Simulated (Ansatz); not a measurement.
Co:

```
Co
1.0
     2.47056    0.00000    0.00000
    -1.23528    2.13957    0.00000
     0.00000    0.00000    8.08823
Co
4
Cartesian
  1.2353 0.7132 6.0662
  0.0000 0.0000 4.0441
  0.0000 1.4264 2.0221
  0.0000 0.0000 0.0000
```

- Program: Ansatz 0.2.0
- Task: single point
- Functional: PBEsol
- Potentials or basis: all-electron LAPW, scalar-relativistic
- Cutoff: 314 eV (chosen from the basis error)
- Basis error allowed: 0.001 eV/atom
- k mesh: 12 × 12 × 4
- Occupations: fermi-dirac, width 0.05 eV
- Spin: collinear spin, ferromagnetic start
- Starting moments: [2.0, 2.0, 2.0, 2.0] μB

On this cell: pressure -5.8 GPa; largest force under 0.003 eV/Å; net moment 6.59 μB per cell; site moments Co +1.70, +1.69 μB; band gap on the k mesh none (metal or under the smearing width).

The same run follows on a disturbed copy (atoms moved at random, drawn with an rms of 0.05 Å):

```
Co
1.0
     2.47056    0.00000    0.00000
    -1.23528    2.13957    0.00000
     0.00000    0.00000    8.08823
Co
4
Cartesian
  1.2425 0.6991 6.0085
  -0.0286 0.0043 4.0137
  -0.0004 1.4878 2.0557
  0.0430 -0.0039 -0.0538
```

Q: What does the disturbed cell give?

A: The energy (extrapolated to zero smearing) moves by +9.4 meV/atom; pressure -5.3 GPa; largest force 0.684 eV/Å; net moment 6.59 μB per cell; site moments Co +1.70, +1.67, +1.72 μB; band gap on the k mesh none (metal or under the smearing width).

Forces in eV/Å, atoms in the order of the input:
```
Co   0.003  0.055  0.376
Co   0.103  0.051  0.076
Co  -0.002 -0.144 -0.669
Co  -0.104  0.038  0.217
```

Stress tensor (GPa, compression positive):
```
-3.40 -0.01 -0.02
-0.01 -5.07  0.28
-0.02  0.28 -7.36
```
